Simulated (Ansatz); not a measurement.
# Sn (I4_1/amd) in Ansatz: density of states with BPBE

Aim: the density of states of Sn with BPBE.

All numbers are computed with Ansatz 0.2.0; they aren't measurements. Logs are shortened: lines on timing, memory, paths and dates and some standing lists are left out, and cuts for length are marked.

## (1) The crystal as given

It takes space group I4_1/amd (No. 141, tetragonal). The conventional cell has a = 5.880 Å, b = 5.880 Å, c = 3.199 Å, α = 90.00°, β = 90.00°, γ = 90.00°. Sn (site symmetry -4m2) is surrounded by 6 Sn at 3.05 to 3.20 Å.

## (2) Density of states, BPBE

input.yaml

```yaml
crystal:
  lattice:
    - [-2.9401404553, 2.9401404553, 1.5993019889]
    - [2.9401404553, -2.9401404553, 1.5993019889]
    - [2.9401404553, 2.9401404553, -1.5993019889]
  atoms:
    - { symbol: Sn, position: [0.0, 0.0, 0.0] }
    - { symbol: Sn, position: [0.75, 0.25, 0.5] }
hamiltonian:
  xc: { exchange: b88, correlation: pbe }
  pseudopotentials: { kind: nc, accuracy: standard }
kpoints:
  mp_grid: { grid: [9, 9, 9] }
scf:
  occupations: { method: tetrahedron }
  n_extra_bands: 6
  mixing: { preconditioner: kerker }
output:
  forces: true
  stress: true
  dos: { projected: false, de: 0.05, nscf_kmesh: { grid: [14, 14, 14] } }
```

Potentials or basis: PseudoDojo standard (PBE files).

On the command line:

```sh
ansatz run input.yaml --threads 1 --pin off --max-ram 2560MiB --backend cpu --events-out ev --progress --plain --runs-dir out
```

What it wrote:

```text
Warning: output.forces, output.stress, relax.cell or npt_langevin: where a Kohn–Sham band that disperses or a degenerate level is filled in part under the method tetrahedron, the forces or the stress that this run publishes need not agree with its energy (scf.occupations.method in the input reference, under Limitations); prefer a smearing scheme for the forces or the stress
Warning: RAYON_NUM_THREADS=1 ignored (pool sized by the plan → 1); use --threads N
scf.n_extra_bands = 6 over 14 filled bands (N_el = 28.0): the run solves 20 bands
Engine: ansatz 0.2.0, x86_64-unknown-linux-gnu
Pseudopotentials: kind: nc
Pseudopotential: Sn, nc, valence charge 14, recommended cutoff 979.609905 eV (normal), Sn.nc.azcp (PseudoDojo's, or run here from an input of PseudoDojo's; its table is named by hamiltonian.pseudopotentials.accuracy)
Functional definition: unnamed
  exchange = b88_x
  correlation = pbe_c
Crystal: 2 atoms, lattice volume = 55.300 Å³
Basis set: ecut = 979.609905 eV, 3837 PW (Γ), exchange–correlation on 96×96×96 points (8 copies of the dense FFT grid, shifted against one another)
Bands: 20, of which v1, the nominal top of the filled ones, is band 14 counted from 1 (13 counted from 0)
Symmetry: 16 space group operations
Space group: I41/amd (ITA 141), of the structure as read, at distance tolerance 3.8e-5 Å
k-points: 75 of 729
Non-local potential: Sn, projectors of the file, l = 0: 2, l = 1: 2, l = 2: 2, l = 3: 2
Initial density: superposition of atomic densities (chi_scale 0.1, normalization cell)
Initial wavefunctions: pseudopotential atomic-orbital guess
Functional: x = b88, c = pbe(β = 0.06672455060314922)
SCF iter   1: F=—  HF=-4293.863326 eV  |F-HF|=—  |Δ(HF+E_count)|=         —  Δρ=1.43e-2  dr2=1.11e-1  ethr=3.10e-3  ⟨swp⟩=5.1  Hψ=7208  notcnv=0
SCF iter   2: F=—  HF=-4293.848526 eV  |F-HF|=—  |Δ(HF+E_count)|=   1.48e-2  Δρ=9.03e-3  dr2=4.30e-2  ethr=3.98e-4  ⟨swp⟩=1.8  Hψ=2233  notcnv=0  defer=33
SCF iter   3: F=—  HF=-4293.845110 eV  |F-HF|=—  |Δ(HF+E_count)|=   3.42e-3  Δρ=1.73e-3  dr2=7.49e-4  ethr=1.53e-4  ⟨swp⟩=2.3  Hψ=2813  notcnv=0  defer=85
SCF iter   4: F=—  HF=-4293.845165 eV  |F-HF|=—  |Δ(HF+E_count)|=   5.46e-5  Δρ=4.79e-4  dr2=5.40e-5  ethr=2.68e-6  ⟨swp⟩=2.0  Hψ=2826  notcnv=0  defer=85
SCF iter   5: F=—  HF=-4293.845129 eV  |F-HF|=—  |Δ(HF+E_count)|=   3.58e-5  Δρ=6.24e-5  dr2=3.19e-6  ethr=1.93e-7  ⟨swp⟩=2.0  Hψ=2830  notcnv=0  defer=85
SCF iter   6: F=—  HF=-4293.845125 eV  |F-HF|=—  |Δ(HF+E_count)|=   4.10e-6  Δρ=1.35e-5  dr2=1.56e-7  ethr=1.14e-8  ⟨swp⟩=2.0  Hψ=2081  notcnv=0  defer=85
SCF iter   7: F=-4293.845124 eV  HF=-4293.845124 eV  |F-HF|=5.36e-10  |Δ(HF+E_count)|=   7.99e-7  Δρ=2.46e-6  dr2=2.06e-9  ethr=3.57e-10  ⟨swp⟩=6.3  Hψ=5871  notcnv=0
SCF 1 converged in 7 iterations: F = -4293.845124 eV  dr2 = 2.06e-9
NSCF: frozen V_eff on 244 k-points
SCF converged after 7 iterations
Stability not checked: this state was not tested for a lower state beside it, because cold or Methfessel-Paxton smearing, or corrected tetrahedra, fill the levels in a way that the test cannot read (fill_not_monotonic; see scf.lower_state_search)
Free energy (F): -4293.845124 eV
Harris-Foulkes:  -4293.845124 eV  (|F-HF|=5.36e-10)
Internal energy: -4293.845132 eV  (E = F + TS)
E sigma→0 (E₀):  -4293.845124 eV
Entropy (-TS):   0.000008 eV (0.004 meV/atom)
Fermi energy:    10.721744 eV
--- Per-component energies (eV) ---
  E_band       = -164.695033
  E_kinetic    = 2554.298467
  E_local      = -1785.302958  (includes V_loc(G=0)·N_el)
  E_nonlocal   = -2132.558617
  E_hartree    = 942.305479
  E_xc         = -1204.846899
  E_vxc        = -685.742763  (∫ρ·V_xc dr)
  E_ewald      = -2667.740604
  E_smearing   = 0.000008  (= −TS)
  E_closure    = -0.000000  (closes the sum)
  Σ components = -4293.845124   (vs F -4293.845124, Δ=0.00e0)
--- Forces (eV/Å), atoms counted from 1 ---
  atom   1  Sn     0.00000000     0.00000000     0.00000000
  atom   2  Sn     0.00000000     0.00000000     0.00000000
  max |Σ_I F_I| component: 5.55e-17 eV/Å
--- Stress (GPa, compression-positive) ---
        1.386338       0.000000       0.000000
        0.000000       1.386338       0.000000
        0.000000      -0.000000       0.902369
  P = ⅓ Tr σ = 1.2250 GPa (12.250 kbar)
--- Band table (eV; the first three rows and the last of 75) ---
  k-point 0: bands = ["-10.9444", "-10.8696", "-10.8256", "-10.8175", "-10.6760", "-10.6760", "-10.6658", "-10.6658", "-10.5830", "-10.4777", "-0.2775", "6.9878", "8.7914", "8.7914", "13.7601", "16.8254", "16.8254", "17.4340", "17.5313", "20.4767"]
  k-point 1: bands = ["-10.9348", "-10.8712", "-10.8236", "-10.8175", "-10.6805", "-10.6708", "-10.6633", "-10.6622", "-10.5887", "-10.4876", "-0.1683", "6.1898", "8.9211", "9.3878", "14.2630", "15.9138", "16.2391", "17.3891", "17.5301", "21.0009"]
  k-point 2: bands = ["-10.9070", "-10.8746", "-10.8379", "-10.7948", "-10.6952", "-10.6589", "-10.6582", "-10.6517", "-10.6047", "-10.5142", "0.1591", "4.8705", "9.3069", "10.2088", "14.5098", "15.0674", "15.6630", "17.0869", "17.2545", "20.6502"]
  k-point 74: bands = ["-10.8811", "-10.8799", "-10.7177", "-10.6932", "-10.6912", "-10.6837", "-10.6723", "-10.6608", "-10.6557", "-10.6548", "2.9028", "3.2522", "6.0873", "6.4440", "15.7505", "15.7579", "19.2341", "19.7061", "22.3303", "23.0301"]
```

Run time: 18 s. Hardware: 1 thread of Intel Xeon Platinum 8488C (Sapphire Rapids), shared host; peak memory 0.71 GiB.

What came out:

* Free energy: -4293.8451 eV
* Pressure: 1.2 GPa
* Band gap on the k mesh: none (metal or under the smearing width)
* Density of states at the Fermi level: 0.98 states/eV per cell

Stress tensor (GPa, compression positive):
```
1.39 0.00 0.00
0.00 1.39 0.00
0.00 0.00 0.90
```

States per cell in windows of 0.5 eV (zero at the Fermi level; states under -8 eV left out):
```tsv
from (eV)	total
-8.0	0.39
-7.5	0.48
-7.0	0.52
-6.5	0.27
-6.0	0.27
-5.5	0.32
-5.0	0.20
-4.5	0.20
-4.0	0.28
-3.5	0.49
-3.0	0.46
-2.5	0.47
-2.0	0.58
-1.5	0.70
-1.0	0.55
-0.5	0.50
0.0	0.48
0.5	0.52
1.0	0.45
1.5	0.48
2.0	0.57
2.5	0.56
3.0	0.61
3.5	0.72
4.0	0.85
4.5	0.71
5.0	0.65
5.5	0.66
6.0	0.65
6.5	0.56
7.0	0.56
7.5	0.50
```

Caveat: the potentials were made for another functional, which shifts forces and pressure; with tetrahedron occupations forces and stress needn't match the slope of the energy.
